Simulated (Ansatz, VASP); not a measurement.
**PtSe2 in VASP and in Ansatz**

```
Pt Se
1.0
    -2.95107    2.95107    3.35673
     2.95107   -2.95107    3.35673
     2.95107    2.95107   -3.35673
Pt Se
2 4
Direct
  0.25000 0.25000 0.00000
  0.75000 0.75000 0.00000
  0.67304 0.17304 0.84608
  0.17304 0.32696 0.50000
  0.32696 0.82696 0.15392
  0.82696 0.67304 0.50000
```

Alike in both runs: functional PBE; k mesh 4 × 4 × 4; occupations gaussian, width 0.1 eV; no spin polarisation.

Ansatz relaxed the structure, and its values are those at the end. VASP's run is a single point on that final structure, the one shown.

```csv
,VASP,Ansatz
version,VASP 6.6.1,Ansatz 0.2.0
potentials or method,"VASP PAW PBE potentials, release 64 (Pt, Se)","scalar-relativistic, plane waves, PAW"
plane-wave cutoff (eV),520,420
valence electrons in the cell,44,100
```

|  | VASP | Ansatz | Ansatz less VASP |
| --- | --- | --- | --- |
| gap on the k mesh at the Fermi level (eV) | none | none | - |
| pressure (GPa) | -0.1 | 0.0 | +0.08 |
| rms of the force components (eV/Å) | 0.013 | 0.013 | +0.0001 |

A gap of «none» marks a metal or a gap that the smearing closes. With one functional, cell and mesh, what is left measures potentials, basis and numerics. The two sets of potentials don't hold the same shells in valence.

Caveats: the k mesh is coarse (spacing up to 0.38 Å⁻¹), so the values aren't converged. The runs have no spin-orbit coupling, so splittings on Pt are missing.
